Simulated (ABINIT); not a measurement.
Runs of ABINIT 10.8.3 (patched build) on P. It takes space group Cmce (No. 64, orthorhombic). Conventional cell: a = 3.295 Å, b = 10.930 Å, c = 4.544 Å, α = 90.00°, β = 90.00°, γ = 90.00°. P (site symmetry m) has 3 P at 2.20 to 2.25 Å as nearest neighbours. 

| level | potentials or basis | cell | cutoff (eV) | fine-grid cutoff | gap on the mesh (eV) | pressure (GPa) | largest force (eV/Å) |
| --- | --- | --- | --- | --- | --- | --- | --- |
| PBEsol | PseudoDojo NC SR PBEsol v0.4.1 standard | as given | 490 | - | none | -0.6 | 0.31 |
| r2SCAN | PseudoDojo NC SR PBE v0.4.1 standard | as given | 517 | - | 0.18 | (c) | 0.29 |
| revPBE | PseudoDojo NC SR PBE v0.4.1 standard | as given | 599 | - | 0.15 | (b) | (a) |
| LDA | JTH PAW LDA v2.0 | atoms moved at random | 544 | 1088.46 eV | none | -2.0 | 0.42 |

Alike in all rows: task single point; no spin polarisation; k mesh 6 × 6 × 4; smearing fermi-dirac 0.05 eV.

Q: Estimate the missing entries.

A: (a) 0.32; (b) 3.0; (c) 1.7.

Caveats: the potentials were made for another functional, which shifts forces and pressure (some runs); the cutoff is short for stress, so the pressure is rough (some runs); a meta-GGA on potentials with a model core is unreliable (some runs).

A k mesh can miss the band edges.

A gap of «none» marks a metal or a gap under the smearing width.

Runs at the PBE level aren't shown here.
